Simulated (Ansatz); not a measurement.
**A computed series for RuO2: pressure series**

Consider RuO₂ in the rutile structure (space group P4_2/mnm, No. 136; a = 4.525 Å, c = 3.120 Å).

Cell and atoms are relaxed at each pressure.

Computed with PBE (Ansatz, an electronic-structure program), no spin-orbit coupling, earlier PAW set.

```csv
P (GPa),V (Å³/atom)
-2.00,10.730
-1.00,10.686
3.00,10.521
7.00,10.368
15.00,10.096
30.00,9.672
49.99,9.222
75.00,8.775
100.00,8.414
```

A third-order Birch–Murnaghan fit to these points gives V₀ = 10.64 Å³/atom, B₀ = 255 GPa and B₀′ = 4.3. At pressure 100 GPa the volume is 79.1 % of V₀.

Measured bulk modulus of RuO2: 270 GPa (room temperature; as listed in YANLING LI, ZHI ZENG, International Journal of Modern Physics C (2008)); the computed value is for a static lattice, so the two differ by thermal effects too.

Load acts through the strain it causes; cell and atoms are relaxed under it. Whether these cells are dynamically stable was not tested. No other phases were tried under pressure. No Hubbard U is applied, and correlation can decide whether such a compound is a metal. All final runs are without spin polarisation.
